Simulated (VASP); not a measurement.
## CaO (distorted zincblende), PBE single-point calculation: Ansatz's output and VASP's

```cif
data_structure
_symmetry_space_group_name_H-M 'P 1'
_symmetry_Int_Tables_number 1
_cell_length_a 3.6812
_cell_length_b 3.6580
_cell_length_c 3.6526
_cell_angle_alpha 59.570
_cell_angle_beta 60.045
_cell_angle_gamma 59.545
_cell_volume 34.56
loop_
_atom_site_label
_atom_site_type_symbol
_atom_site_fract_x
_atom_site_fract_y
_atom_site_fract_z
_atom_site_occupancy
Ca1 Ca 0.98710 0.01030 0.00700 1
O1 O 0.26140 0.26730 0.23600 1
```

Ansatz printed

```
SCF 1 converged in 6 iterations: F = -2387.321038 eV  dr2 = 2.49e-8
  greatest PAW one-centre occupation: 0.996 electrons in one spin orbital (limit 2), on the Ca atom at site 0 (counted from 0), in its partial waves of l = 0
SCF converged after 6 iterations
Free energy (F): -2387.321038 eV
Harris-Foulkes:  -2387.321038 eV  (|F-HF|=1.16e-8)
Internal energy: -2387.321038 eV  (E = F + TS)
E sigma→0 (E₀):  -2387.321038 eV
Fermi energy:    6.635075 eV
--- Per-component energies (eV) ---
  E_band       = -137.054769
  E_kinetic    = 456.862586
  E_local      = -1111.591305  (includes V_loc(G=0)·N_el)
  E_nonlocal   = 111.837773
  E_hartree    = 387.097130
  E_xc         = -213.152043
  E_vxc        = -268.118816  (∫ρ·V_xc dr)
  E_paw        = -1016.453019  (= ΣΔE_a)
  E_vpaw       = -100.242881  (= ΣTr[D̂ρ^β])
  E_aug_tail   = 0.002404  (compensation charges beyond the density's cutoff)
  E_ewald      = -1001.924563
  E_smearing   = -0.000000  (= −TS)
  E_closure    = 0.000000  (closes the sum)
  Σ components = -2387.321038   (vs F -2387.321038, Δ=0.00e0)
--- Forces (eV/Å), atoms counted from 1 ---
  atom   1  Ca    -0.16044466     0.08156107     0.54457511
  atom   2  O      0.16046154    -0.08156708    -0.54457295
  max |Σ_I F_I| component: 1.69e-5 eV/Å
--- Stress (GPa, compression-positive) ---
        3.854853      -2.530588      -0.132821
       -2.530588       3.967146       0.227158
       -0.132821       0.227158       3.533986
  P = ⅓ Tr σ = 3.7853 GPa (37.853 kbar)
--- Band table (eV; the first three rows and the last of 260) ---
  k-point 0: bands = ["-32.1495", "-13.0974", "-13.0904", "-13.0808", "-9.9224", "4.1735", "4.2319", "4.2961", "8.3054", "12.9259", "12.9942", "14.4190"]
  k-point 1: bands = ["-32.1422", "-13.2214", "-13.0983", "-13.0897", "-9.8073", "4.0959", "4.2336", "4.2649", "8.8771", "12.7917", "12.8352", "14.2395"]
  k-point 2: bands = ["-32.1245", "-13.4868", "-13.1183", "-13.1108", "-9.5695", "3.8692", "4.3159", "4.3502", "10.0590", "12.6380", "12.7141", "13.8477"]
  k-point 259: bands = ["-32.1007", "-13.8238", "-13.1487", "-13.1379", "-9.2629", "3.8445", "4.4172", "4.5279", "11.2474", "12.6689", "13.1018", "13.3280"]
```

Each program uses its own PAW datasets. VASP's cell holds 16 valence electrons and Ansatz's 16. Ansatz's stress includes a Pulay correction; VASP's doesn't.

Question: What does VASP give for the same cell and level of theory?

Answer: gap between bands v and c on the k mesh 3.38 eV; least direct gap on the k mesh 4.01 eV; pressure 4.3 GPa; largest force 0.59 eV/Å.

From OUTCAR

```
k-points           NKPTS =    260   k-points in BZ     NKDIM =    260   number of bands    NBANDS=     15

   NELECT =      16.0000    total number of electrons

   dimension x,y,z NGX =    28 NGY =   28 NGZ =   28
   dimension x,y,z NGXF=    56 NGYF=   56 NGZF=   56

  energy-cutoff  :      520.00
  volume of cell :       34.56
      direct lattice vectors                 reciprocal lattice vectors
    -0.001200000  2.592200000  2.613800000    -0.193337323  0.193109636  0.190982170
     2.581000000  0.020500000  2.592100000     0.193951268 -0.195743477  0.194214930
     2.587900000  2.577600000  0.013500000     0.192889900  0.195311120 -0.193608546

 k-points in reciprocal lattice and weights: KPOINTS created by Atomic Simulation Env
   0.00000000  0.00000000  0.00000000       0.002
   0.12500000 -0.00000000  0.00000000       0.004
   0.25000000 -0.00000000  0.00000000       0.004
   0.37500000  0.00000000 -0.00000000       0.004
   0.50000000 -0.00000000  0.00000000       0.002
  -0.00000000  0.12500000 -0.00000000       0.004
   0.12500000  0.12500000 -0.00000000       0.004
   0.25000000  0.12500000 -0.00000000       0.004
   ...

 E-fermi :   1.1649

 k-point     1 :       0.0000    0.0000    0.0000
  band No.  band energies     occupation
      1     -36.4428      2.00000
      2     -17.3904      2.00000
      3     -17.3823      2.00000
      4     -17.3717      2.00000
      5     -14.2336      2.00000
      6      -0.1310      2.00000
      7      -0.0731      2.00000
      8      -0.0092      2.00000
      9       3.9988      0.00000
     10       8.6230      0.00000
     11       8.6916      0.00000
     12      10.1227      0.00000
     13      10.3943      0.00000
     14      10.6416      0.00000
     15      17.1373      0.00000

 k-point     2 :       0.1250   -0.0000    0.0000
  band No.  band energies     occupation
      1     -36.4352      2.00000
      2     -17.5301      2.00000
      3     -17.3982      2.00000
      4     -17.3871      2.00000
      5     -14.0769      2.00000
      6      -0.2843      2.00000
      7      -0.0122      2.00000
      8       0.0359      2.00000
      9       4.5225      0.00000
     10       8.4289      0.00000
     11       8.4841      0.00000
     12      10.2966      0.00000
     13      10.3515      0.00000
     14      10.5899      0.00000
     15      15.5289      0.00000

 k-point     3 :       0.2500   -0.0000    0.0000
  band No.  band energies     occupation
      1     -36.4170      2.00000
      2     -17.8503      2.00000
      3     -17.4174      2.00000
      4     -17.4097      2.00000
      5     -13.7566      2.00000
      6      -0.4601      2.00000
      7       0.1228      2.00000
      8       0.1446      2.00000
      9       5.5898      0.00000
     10       8.2058      0.00000
     11       8.2982      0.00000
     12       9.7823      0.00000
     13      10.4486      0.00000
     14      10.6034      0.00000
     15      13.6366      0.00000

 k-point     4 :       0.3750    0.0000   -0.0000
  band No.  band energies     occupation
      1     -36.3986      2.00000
      2     -18.1231      2.00000
      3     -17.4366      2.00000
      4     -17.4318      2.00000
      5     -13.4938      2.00000
      6      -0.4414      2.00000
      7       0.2191      2.00000
      8       0.2697      2.00000
      9       6.3625      0.00000
     10       8.2525      0.00000
     11       8.4322      0.00000
     12       9.2260      0.00000
     13      10.1655      0.00000
     14      10.3011      0.00000
     15      12.8578      0.00000

 k-point     5 :       0.5000   -0.0000    0.0000
  band No.  band energies     occupation
      1     -36.3910      2.00000
      2     -18.2262      2.00000
      3     -17.4446      2.00000
      4     -17.4408      2.00000
      5     -13.3979      2.00000
      6      -0.3837      2.00000
      7       0.2520      2.00000
      8       0.3209      2.00000
      9       6.5574      0.00000
     10       8.3753      0.00000
     11       8.6262      0.00000
     12       8.9712      0.00000
     13       9.8784      0.00000
     14      10.0467      0.00000
     15      12.9316      0.00000

 k-point     6 :      -0.0000    0.1250   -0.0000
  band No.  band energies     occupation
      1     -36.4349      2.00000
      2     -17.5240      2.00000
      3     -17.3986      2.00000
      4     -17.3862      2.00000
      5     -14.0892      2.00000
      6      -0.2480      2.00000
      7      -0.0576      2.00000
      8       0.0218      2.00000
      9       4.5463      0.00000
     10       8.4330      0.00000
     11       8.4960      0.00000
     12      10.2315      0.00000
     13      10.3490      0.00000
     14      10.6707      0.00000
     15      15.7609      0.00000

 ...

  Total        0.9485975      0.9721019      0.8774850     -0.5760994      0.0574583     -0.0314764
  in kB       43.9803776     45.0701264     40.6833510    -26.7100346      2.6639708     -1.4593567
  external PRESSURE =      43.2446183 kB  Pullay stress =       0.0000000 kB

 POSITION                                       TOTAL-FORCE (eV/Angst)
 -----------------------------------------------------------------------------------
      0.04352      2.57701      2.60688        -0.163760      0.083883      0.563127
      1.30033      1.29139      1.37930         0.163760     -0.083883     -0.563127
 -----------------------------------------------------------------------------------
    total drift:                                0.000045      0.000172      0.000177

  FREE ENERGIE OF THE ION-ELECTRON SYSTEM (eV)
  ---------------------------------------------------
  free  energy   TOTEN  =       -12.3958870260 eV

  energy  without entropy=      -12.3958870260  energy(sigma->0) =      -12.39588703
```
